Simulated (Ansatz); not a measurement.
Ba: from a guess to a relaxed structure

Theory: DFT PBE, scalar-relativistic, plane waves, PAW in Ansatz. Cutoff 420 eV, Gaussian smearing, Γ-centred meshes. Cell and atoms relax first on a coarse mesh and then on a finer one. In between, the cell is made exact in the group found at 0.06 Å. In metals the finer mesh still leaves noise of several meV/atom or more. The steps can't lower the symmetry of their start. No spin polarisation.

The guess for Ba was made by a generator: random cell by space group and Wyckoff sites (P6_3/mcm, No. 193). Lengths were set from tabulated atomic sizes, so they are only a guess.

```yaml
crystal:
  lattice:
    - [7.21025, 0.00000, 0.00000]
    - [-3.60513, 6.24426, 0.00000]
    - [0.00000, 0.00000, 8.76390]
  atoms:
    - { symbol: Ba, position: [0.60701, 0.00000, 0.25000] }
    - { symbol: Ba, position: [0.00000, 0.60701, 0.25000] }
    - { symbol: Ba, position: [0.39299, 0.39299, 0.25000] }
    - { symbol: Ba, position: [0.39299, 0.00000, 0.75000] }
    - { symbol: Ba, position: [0.00000, 0.39299, 0.75000] }
    - { symbol: Ba, position: [0.60701, 0.60701, 0.75000] }
```

Energies count from the standard state of Ba at the same level.

Problem. Describe the relaxed structure.

Solution. The symmetry goes from P6_3/mcm (No. 193) to P6_3/mmc (No. 194), and the primitive cell from 6 to 2 atoms. The end has the hcp type. The volume per atom shrinks by 3.6 %, from 65.8 to 63.4 Å³. The shortest distance goes from 3.84 Å (Ba–Ba) to 4.46 Å (Ba–Ba). The energy falls by about 0.33 eV/atom (the start's value is from the coarse mesh). The end is written in a standard setting, so origin, axes and order of atoms can differ from the start's. Conventional cell: a = 4.460 Å, c = 7.355 Å. Ba is surrounded by 12 Ba at 4.46–4.49 Å.

```cif
data_structure
_symmetry_space_group_name_H-M 'P 1'
_symmetry_Int_Tables_number 1
_cell_length_a 4.4604
_cell_length_b 4.4604
_cell_length_c 7.3553
_cell_angle_alpha 90.000
_cell_angle_beta 90.000
_cell_angle_gamma 120.000
_cell_volume 126.73
loop_
_atom_site_label
_atom_site_type_symbol
_atom_site_fract_x
_atom_site_fract_y
_atom_site_fract_z
_atom_site_occupancy
Ba1 Ba 0.33333 0.66667 0.75000 1
Ba2 Ba 0.66667 0.33333 0.25000 1
```

Problem. Give its energy and gap.

Solution.

| Item | Value |
| --- | --- |
| Energy over the standard state | +0.01 eV/atom |
| Gap on the 12×12×8 mesh of the 2-atom cell | 0 eV (a metal) |

It lies above the standard state, so it could only be metastable.

The last run used Gaussian smearing of 0.10 eV. The k mesh leaves some 4 meV/atom of noise in the energy of each metallic cell. Symmetry constrained the relaxation, so the result can be a saddle point. In all, the 4 runs took 73 s on 1 thread of Arm Neoverse V2, on a shared host.
